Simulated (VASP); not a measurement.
Runs of VASP 6.6.1 on Cu2O (Cuprite). Symmetry: Pn-3m, No. 224, cubic system. The conventional cell has a = 4.260 Å, b = 4.260 Å, c = 4.260 Å, α = 90.00°, β = 90.00°, γ = 90.00°. Cu (site symmetry -3m) has 2 O at 1.84 Å as nearest neighbours. O (site symmetry -43m) is surrounded by 4 Cu at 1.84 Å. 

| task | cell | gap on the mesh (eV) | pressure (GPa) |
| --- | --- | --- | --- |
| relaxation of the atoms | atoms relaxed from: a relaxed cell with its volume scaled by 1.06 | (a) | -6.2 |
| relaxation of the atoms | atoms relaxed from: a relaxed cell with its volume scaled by 0.96 | 0.63 | 5.4 |
| relaxation of cell and atoms | relaxed | 0.54 | 0.0 |
| relaxation of the atoms | atoms relaxed from: a relaxed cell with its volume scaled by 0.98 | (b) | 2.6 |
| relaxation of the atoms | atoms relaxed from: a relaxed cell with its volume scaled by 1.04 | 0.45 | -4.3 |

Alike in all rows: level PBE+D3(BJ); potentials or basis VASP PAW PBE potentials, release 64 (Cu, O); no spin polarisation; k mesh 6 × 6 × 6; cutoff (eV) 600; smearing gaussian 0.03 eV.

Q: Estimate the missing entries.

A: (a) 0.41; (b) 0.58.

Caveats: the relaxation stopped at its first step, so nothing moved (some runs).

A k mesh can miss the band edges.
